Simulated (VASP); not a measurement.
# GaSb (F-43m) in VASP: reference runs

Aim: a first look at GaSb with PBEsol, on the cell as given, and energy against volume gives the equilibrium volume and stiffness.

Everything below comes from runs of VASP 6.6.1. Logs are shortened: lines on timing, memory, paths and dates and some standing lists are left out, and cuts for length are marked.

**Experimental background.**

A printed reference work, data compilation reports, for a bulk crystal of GaSb at 4.2 K: band gap 0.811 eV (direct).

The runs below are set against these values where they give the same quantity.

### 1 The structure

The structure is cubic, space group F-43m (No. 216). Conventional cell: a = 6.118 Å, b = 6.118 Å, c = 6.118 Å, α = 90.00°, β = 90.00°, γ = 90.00°. Around Sb (site symmetry -43m) lie 4 Ga at 2.65 Å. Ga (site symmetry -43m) is surrounded by 4 Sb at 2.65 Å.

### 2 Single point, PBEsol

INCAR reads:

```
SYSTEM = GaSb
PREC     = Accurate       ! precision mode
ENCUT    = 520            ! plane-wave cutoff, eV
EDIFF    = 1E-7           ! SCF threshold, eV
ISMEAR   = -1             ! smearing method
SIGMA    = 0.05           ! smearing width, eV
LREAL    = .FALSE.        ! projectors in reciprocal space
LASPH    = .TRUE.         ! aspherical terms in the spheres
NELM     = 60             ! most SCF steps
ALGO     = Normal         ! electronic algorithm
ISIF     = 2              ! what is computed and relaxed
LWAVE    = .FALSE.        ! write WAVECAR
LCHARG   = .TRUE.         ! write CHGCAR
GGA      = PS             ! functional
LELF     = .TRUE.         ! ELF
LVHAR    = .TRUE.       
NBANDS   = 16             ! bands
```

KPOINTS reads:

```
Automatic mesh
0
G
  8 8 8
  0 0 0
```

POSCAR reads:

```
GaSb
1.0
    0.0000000000      3.0590000000      3.0590000000
    3.0590000000      0.0000000000      3.0590000000
    3.0590000000      3.0590000000      0.0000000000
Sb Ga
1 1
Direct
    0.7500000000      0.7500000000      0.7500000000
    0.0000000000      0.0000000000      0.0000000000
```

Potentials or basis: VASP PAW PBE potentials, release 64 (Sb, Ga_d).

Command:

```sh
$ cat potpaw_PBE.64/Sb/POTCAR potpaw_PBE.64/Ga_d/POTCAR > POTCAR
$ mpirun -np 1 vasp_std > vasp.out
```

OUTCAR:

```text
SYSTEM = GaSb
   PREC = Accurate
   ENCUT = 520
   EDIFF = 1E-7
   ISMEAR = -1
   LREAL = .FALSE.
   LASPH = .TRUE.
   NELM = 60
   ISIF = 2
   GGA = PS

 ion  position               nearest neighbor table
   1  0.750  0.750  0.750-   2 2.65   2 2.65   2 2.65   2 2.65
   2  0.000  0.000  0.000-   1 2.65   1 2.65   1 2.65   1 2.65

  LATTYP: Found a face centered cubic cell.
 ALAT       =     6.1180000000

  Lattice vectors:

 A1 = (   0.0000000000,   3.0590000000,   3.0590000000)
 A2 = (   3.0590000000,   0.0000000000,   3.0590000000)
 A3 = (   3.0590000000,   3.0590000000,   0.0000000000)

Analysis of symmetry for initial positions (statically):
=====================================================================
 Subroutine PRICEL returns:
 Original cell was already a primitive cell.

 Routine SETGRP: Setting up the symmetry group for a
 face centered cubic supercell.

 Subroutine GETGRP returns: Found 24 space group operations
 (whereof 24 operations were pure point group operations)
 out of a pool of 48 trial point group operations.

The static configuration has the point symmetry T_d .

Analysis of symmetry for dynamics (positions and initial velocities):
=====================================================================
 Subroutine PRICEL returns:
 Original cell was already a primitive cell.

 Routine SETGRP: Setting up the symmetry group for a
 face centered cubic supercell.

 Subroutine GETGRP returns: Found 24 space group operations
 (whereof 24 operations were pure point group operations)
 out of a pool of 48 trial point group operations.

The dynamic configuration has the point symmetry T_d .

 Subroutine INISYM returns: Found 24 space group operations
 (whereof 24 operations are pure point group operations),
 and found     1 'primitive' translations

----------------------------------------------------------------------------------------

                                     Primitive cell

  volume of cell :      57.2491

  direct lattice vectors                    reciprocal lattice vectors
     0.000000000  3.059000000  3.059000000    -0.163452109  0.163452109  0.163452109
     3.059000000  0.000000000  3.059000000     0.163452109 -0.163452109  0.163452109
     3.059000000  3.059000000  0.000000000     0.163452109  0.163452109 -0.163452109

  length of vectors
     4.326079287  4.326079287  4.326079287     0.283107357  0.283107357  0.283107357

  position of ions in fractional coordinates (direct lattice)
     0.750000000  0.750000000  0.750000000
     0.000000000  0.000000000  0.000000000

  ion indices of the primitive-cell ions
   primitive index   ion index
                 1           1
                 2           2

----------------------------------------------------------------------------------------

 KPOINTS: Automatic mesh

Automatic generation of k-mesh.
 Grid dimensions read from file:
 generate k-points for:    8    8    8

 Generating k-lattice:

  Cartesian coordinates                     Fractional coordinates (reciprocal lattice)
    -0.020431514  0.020431514  0.020431514     0.125000000  0.000000000  0.000000000
     0.020431514 -0.020431514  0.020431514     0.000000000  0.125000000  0.000000000
     0.020431514  0.020431514 -0.020431514     0.000000000  0.000000000  0.125000000

  Length of vectors
     0.035388420  0.035388420  0.035388420

  Shift w.r.t. Gamma in fractional coordinates (k-lattice)
     0.000000000  0.000000000  0.000000000

 Subroutine IBZKPT returns following result:
 ===========================================

 Found     29 irreducible k-points:

 Following reciprocal coordinates:
            Coordinates               Weight
  0.000000  0.000000  0.000000      1.000000
  0.125000  0.000000  0.000000      8.000000
  0.250000  0.000000  0.000000      8.000000
  0.375000  0.000000  0.000000      8.000000
  0.500000  0.000000  0.000000      4.000000
  0.125000  0.125000  0.000000      6.000000
[... 16 lines left out ...]
  0.500000  0.250000  0.125000     48.000000
 -0.375000  0.250000  0.125000     24.000000
 [... further k-points ...]
   k-points           NKPTS =     29   k-points in BZ     NKDIM =     29   number of bands    NBANDS=     16
   number of dos      NEDOS =    301   number of ions     NIONS =      2
   total plane-waves  NPLWV =  32768
   dimension x,y,z NGX =    32 NGY =   32 NGZ =   32
   dimension x,y,z NGXF=    64 NGYF=   64 NGZF=   64
   ions per type =               1   1
   NGX,Y,Z   is equivalent  to a cutoff of  12.30, 12.30, 12.30 a.u.
   NGXF,Y,Z  is equivalent  to a cutoff of  24.59, 24.59, 24.59 a.u.
 SYSTEM =  GaSb
   PREC   = accura    normal or accurate (medium, high low for compatibility)
   ISTART =      0    job   : 0-new  1-cont  2-samecut
   ICHARG =      2    charge: 1-file 2-atom 10-const
   ISPIN  =      1    spin polarized calculation?
   LNONCOLLINEAR =      F non collinear calculations
   LSORBIT =      F    spin-orbit coupling
[... 107 lines left out ...]
  band No.  band energies     occupation
      1     -10.2945      2.00000
      2     -10.2552      2.00000
      3     -10.2552      2.00000
      4     -10.2155      2.00000
      5     -10.2155      2.00000
      6      -5.1403      2.00000
[... 8 lines left out ...]
     15      14.5865      0.00000
     16      14.5866      0.00000

 k-point     6 :       0.1250    0.1250    0.0000
  band No.  band energies     occupation
      1     -10.2737      2.00000
      2     -10.2625      2.00000
      3     -10.2625      2.00000
      4     -10.2171      2.00000
      5     -10.2152      2.00000
      6      -6.5569      2.00000
[... 8 lines left out ...]
     15      11.5287      0.00000
     16      13.5323      0.00000

 k-point     7 :       0.2500    0.1250    0.0000
  band No.  band energies     occupation
      1     -10.2821      2.00000
      2     -10.2590      2.00000
      3     -10.2583      2.00000
      4     -10.2184      2.00000
      5     -10.2148      2.00000
      6      -6.1953      2.00000
[... 8 lines left out ...]
     15      12.6474      0.00000
     16      13.2859      0.00000

 k-point     8 :       0.3750    0.1250    0.0000
  band No.  band energies     occupation
      1     -10.2910      2.00000
      2     -10.2559      2.00000
      3     -10.2545      2.00000
      4     -10.2185      2.00000
      5     -10.2146      2.00000
      6      -5.6009      2.00000
[... 8 lines left out ...]
     15      13.1533      0.00000
     16      13.9295      0.00000

 k-point     9 :       0.5000    0.1250    0.0000
  band No.  band energies     occupation
      1     -10.2961      2.00000
      2     -10.2541      2.00000
      3     -10.2530      2.00000
      4     -10.2173      2.00000
      5     -10.2151      2.00000
      6      -5.0650      2.00000
[... 8 lines left out ...]
     15      14.3238      0.00000
     16      14.6080      0.00000
[... 172 lines left out ...]
 k-point    19 :       0.5000    0.3750    0.0000
  band No.  band energies     occupation
      1     -10.3088      2.00000
      2     -10.2439      2.00000
      3     -10.2430      2.00000
      4     -10.2260      2.00000
      5     -10.2124      2.00000
      6      -4.5086      2.00000
[... 8 lines left out ...]
     15      15.1994      0.00000
     16      15.4415      0.00000

 k-point    20 :      -0.3750    0.3750    0.0000
  band No.  band energies     occupation
      1     -10.3060      2.00000
      2     -10.2469      2.00000
      3     -10.2445      2.00000
      4     -10.2231      2.00000
      5     -10.2142      2.00000
      6      -4.3753      2.00000
[... 8 lines left out ...]
     15      13.5150      0.00000
     16      16.8225      0.00000

 k-point    21 :       0.5000    0.5000    0.0000
  band No.  band energies     occupation
      1     -10.3120      2.00000
      2     -10.2411      2.00000
      3     -10.2411      2.00000
      4     -10.2280      2.00000
      5     -10.2116      2.00000
      6      -4.3102      2.00000
[... 8 lines left out ...]
     15      15.4696      0.00000
     16      15.9984      0.00000

 k-point    22 :       0.3750    0.2500    0.1250
  band No.  band energies     occupation
      1     -10.2904      2.00000
      2     -10.2553      2.00000
      3     -10.2539      2.00000
      4     -10.2198      2.00000
      5     -10.2144      2.00000
      6      -5.7556      2.00000
[... 8 lines left out ...]
     15      13.6878      0.00000
     16      13.9762      0.00000

 k-point    23 :       0.5000    0.2500    0.1250
  band No.  band energies     occupation
      1     -10.2971      2.00000
      2     -10.2529      2.00000
      3     -10.2504      2.00000
      4     -10.2197      2.00000
      5     -10.2149      2.00000
      6      -5.1478      2.00000
[... 8 lines left out ...]
     15      13.4192      0.00000
     16      14.8160      0.00000

 k-point    24 :      -0.3750    0.2500    0.1250
  band No.  band energies     occupation
      1     -10.2996      2.00000
      2     -10.2522      2.00000
      3     -10.2491      2.00000
      4     -10.2189      2.00000
      5     -10.2156      2.00000
      6      -4.7860      2.00000
[... 8 lines left out ...]
     15      14.2883      0.00000
     16      14.8434      0.00000

 [... further k-points ...]
[... 5 lines left out ...]
  --------------------------------------------------------------------------------------
  -------------------------------------------------------------------------------------
  Total       -0.0227773     -0.0227773     -0.0227773      0.0000000      0.0000000      0.0000000
  in kB       -0.6374487     -0.6374487     -0.6374487      0.0000000      0.0000000      0.0000000
  external PRESSURE =      -0.6374487 kB  Pullay stress =       0.0000000 kB

 VOLUME and BASIS-vectors are now :
 -----------------------------------------------------------------------------
  energy-cutoff  :      520.00
  volume of cell :       57.25
      direct lattice vectors                 reciprocal lattice vectors
     0.000000000  3.059000000  3.059000000    -0.163452109  0.163452109  0.163452109
     3.059000000  0.000000000  3.059000000     0.163452109 -0.163452109  0.163452109
     3.059000000  3.059000000  0.000000000     0.163452109  0.163452109 -0.163452109

 POSITION                                       TOTAL-FORCE (eV/Angst)
 -----------------------------------------------------------------------------------
      4.58850      4.58850      4.58850        -0.000000      0.000000     -0.000000
      0.00000      0.00000      0.00000         0.000000     -0.000000      0.000000
 -----------------------------------------------------------------------------------
    total drift:                               -0.000000     -0.000000     -0.000000

  FREE ENERGIE OF THE ION-ELECTRON SYSTEM (eV)
  ---------------------------------------------------
  free  energy   TOTEN  =        -8.1481056719 eV

  energy  without entropy=       -8.1475910244  energy(sigma->0) =       -8.14784835
```

Run time: 22 s. Hardware: 1 thread of Intel Xeon Platinum 8375C at 2.90GHz (Ice Lake), shared host; peak memory 0.18 GiB.

What came out:

```yaml
Free_energy: -8.1481 eV
Pressure: -0.1 GPa
Band_gap_on_the_k_mesh: none (metal or under the smearing width)
```

Caveat: the PAW data sets were made with another functional, which shifts forces and pressure a little; this crystal is a semiconductor, whose small gap the functional closes, so the metal is an error of the method.

### 3 Equation of state, PBEsol, 26.91 Å³/atom (volume scaled by 0.94)

Changes to INCAR since step 2:

```diff
@@ -12,6 +12,4 @@
 LWAVE    = .FALSE.        ! write WAVECAR
-LCHARG   = .TRUE.         ! write CHGCAR
+LCHARG   = .FALSE.        ! write CHGCAR
 GGA      = PS             ! functional
-LELF     = .TRUE.         ! ELF
-LVHAR    = .TRUE.       
 NBANDS   = 16             ! bands
```

KPOINTS is that of step 2.

POSCAR reads:

```
GaSb
1.0
    0.0000000000      2.9965539066      2.9965539066
    2.9965539066      0.0000000000      2.9965539066
    2.9965539066      2.9965539066      0.0000000000
Sb Ga
1 1
Direct
    0.7500000000      0.7500000000      0.7500000000
    0.0000000000      0.0000000000      0.0000000000
```

Potentials or basis: VASP PAW PBE potentials, release 64 (Sb, Ga_d).

Command:

```sh
$ cat potpaw_PBE.64/Sb/POTCAR potpaw_PBE.64/Ga_d/POTCAR > POTCAR
$ mpirun -np 1 vasp_std > vasp.out
```

It took 20 s on 1 thread of Intel Xeon Platinum 8375C at 2.90GHz (Ice Lake), shared host; peak memory 0.19 GiB.

The run converged. Its results:

```yaml
Free_energy: -8.1129 eV
Pressure: 3.6 GPa
Band_gap_on_the_k_mesh: 0.44 eV, direct
```

Caveat: the PAW data sets were made with another functional, which shifts forces and pressure a little; spin-orbit coupling is left out, which moves the levels of the heavy elements.

### 4 Equation of state, PBEsol, 27.48 Å³/atom (volume scaled by 0.96)

INCAR is that of step 3.

KPOINTS is that of step 3.

POSCAR reads:

```
GaSb
1.0
    0.0000000000      3.0176570942      3.0176570942
    3.0176570942      0.0000000000      3.0176570942
    3.0176570942      3.0176570942      0.0000000000
Sb Ga
1 1
Direct
    0.7500000000      0.7500000000      0.7500000000
    0.0000000000      0.0000000000      0.0000000000
```

Command:

```sh
$ cat potpaw_PBE.64/Sb/POTCAR potpaw_PBE.64/Ga_d/POTCAR > POTCAR
$ mpirun -np 1 vasp_std > vasp.out
```

Wall time 19 s (1 thread of Intel Xeon Platinum 8375C at 2.90GHz (Ice Lake), shared host); peak memory 0.18 GiB.

The run converged. Its results:

```
Free energy            : -8.1335 eV
Pressure               : 2.2 GPa
Band gap on the k mesh : 0.28 eV, direct
```

Caveat: the PAW data sets were made with another functional, which shifts forces and pressure a little; spin-orbit coupling is left out, which moves the levels of the heavy elements.

### 5 Equation of state, PBEsol, 28.05 Å³/atom (volume scaled by 0.98)

INCAR is that of step 4.

KPOINTS is that of step 4.

POSCAR reads:

```
GaSb
1.0
    0.0000000000      3.0384691801      3.0384691801
    3.0384691801      0.0000000000      3.0384691801
    3.0384691801      3.0384691801      0.0000000000
Sb Ga
1 1
Direct
    0.7500000000      0.7500000000      0.7500000000
    0.0000000000      0.0000000000      0.0000000000
```

Command:

```sh
$ cat potpaw_PBE.64/Sb/POTCAR potpaw_PBE.64/Ga_d/POTCAR > POTCAR
$ mpirun -np 1 vasp_std > vasp.out
```

Wall time 18 s (1 thread of Intel Xeon Platinum 8375C at 2.90GHz (Ice Lake), shared host); peak memory 0.18 GiB.

Results (log left out):

```yaml
Free_energy: -8.1448 eV
Pressure: 1.0 GPa
Band_gap_on_the_k_mesh: 0.13 eV, direct
```

Caveat: the PAW data sets were made with another functional, which shifts forces and pressure a little; spin-orbit coupling is left out, which moves the levels of the heavy elements.

### 6 Equation of state, PBEsol, 29.20 Å³/atom (volume scaled by 1.02)

INCAR is that of step 5.

KPOINTS is that of step 5.

POSCAR reads:

```
GaSb
1.0
    0.0000000000      3.0792588685      3.0792588685
    3.0792588685      0.0000000000      3.0792588685
    3.0792588685      3.0792588685      0.0000000000
Sb Ga
1 1
Direct
    0.7500000000      0.7500000000      0.7500000000
    0.0000000000      0.0000000000      0.0000000000
```

Potentials or basis: VASP PAW PBE potentials, release 64 (Sb, Ga_d).

Command:

```sh
$ cat potpaw_PBE.64/Sb/POTCAR potpaw_PBE.64/Ga_d/POTCAR > POTCAR
$ mpirun -np 1 vasp_std > vasp.out
```

Wall time 20 s (1 thread of Intel Xeon Platinum 8375C at 2.90GHz (Ice Lake), shared host); peak memory 0.18 GiB.

It converged, with:

```yaml
Free_energy: -8.1442 eV
Pressure: -1.0 GPa
Band_gap_on_the_k_mesh: none (metal or under the smearing width)
```

Caveat: the PAW data sets were made with another functional, which shifts forces and pressure a little.

### 7 Equation of state, PBEsol, 29.77 Å³/atom (volume scaled by 1.04)

INCAR is that of step 6.

KPOINTS is that of step 6.

POSCAR reads:

```
GaSb
1.0
    0.0000000000      3.0992546163      3.0992546163
    3.0992546163      0.0000000000      3.0992546163
    3.0992546163      3.0992546163      0.0000000000
Sb Ga
1 1
Direct
    0.7500000000      0.7500000000      0.7500000000
    0.0000000000      0.0000000000      0.0000000000
```

Command:

```sh
$ cat potpaw_PBE.64/Sb/POTCAR potpaw_PBE.64/Ga_d/POTCAR > POTCAR
$ mpirun -np 1 vasp_std > vasp.out
```

Wall time 28 s (1 thread of Intel Xeon Platinum 8375C at 2.90GHz (Ice Lake), shared host); peak memory 0.21 GiB.

Results (log left out):

| Item | Value |
| --- | --- |
| Free energy | -8.1338 eV |
| Pressure | -1.9 GPa |
| Band gap on the k mesh | none (metal or under the smearing width) |

Caveat: the PAW data sets were made with another functional, which shifts forces and pressure a little.

### 8 Equation of state, PBEsol, 30.34 Å³/atom (volume scaled by 1.06)

INCAR is that of step 7.

KPOINTS is that of step 7.

POSCAR reads:

```
GaSb
1.0
    0.0000000000      3.1189956238      3.1189956238
    3.1189956238      0.0000000000      3.1189956238
    3.1189956238      3.1189956238      0.0000000000
Sb Ga
1 1
Direct
    0.7500000000      0.7500000000      0.7500000000
    0.0000000000      0.0000000000      0.0000000000
```

Command:

```sh
$ cat potpaw_PBE.64/Sb/POTCAR potpaw_PBE.64/Ga_d/POTCAR > POTCAR
$ mpirun -np 1 vasp_std > vasp.out
```

It took 25 s on 1 thread of Intel Xeon Platinum 8375C at 2.90GHz (Ice Lake), shared host; peak memory 0.21 GiB.

It converged, with:

```yaml
Free_energy: -8.1175 eV
Pressure: -2.7 GPa
Band_gap_on_the_k_mesh: none (metal or under the smearing width)
```

Caveat: the PAW data sets were made with another functional, which shifts forces and pressure a little.

### 9 Equation of state, PBEsol

Potentials or basis: VASP PAW PBE potentials, release 64 (Sb, Ga_d).

No new run: the results of the series are fitted here.

Results:

- Equilibrium volume: 28.59 Å³/atom
- Bulk modulus: 51 GPa
- Pressure derivative of the bulk modulus: 4.5

Energy against volume, from the lowest point:
```
volume (Å³/atom)  energy (meV/atom)
          26.907              17.59
          27.480               7.32
          28.052               1.65
          28.625               0.00
          29.197               1.94
          29.770               7.17
          30.342              15.31
```

Caveat: the PAW data sets were made with another functional, which shifts forces and pressure a little. The run has no spin-orbit coupling, so splittings on Sb are missing.

### 10 Comparison with measurements

Step 2. Measured gap of GaSb: 0.811 eV (direct; 4.2 K; a printed reference work, data compilation). This calculation gives 0.00 eV (-0.81 eV). Spin-orbit coupling on Ga, Sb is left out. The value is that of PBEsol on a finite k mesh, which can miss the band edges, without temperature or zero-point motion. Semilocal functionals fall short of measured gaps as a rule.
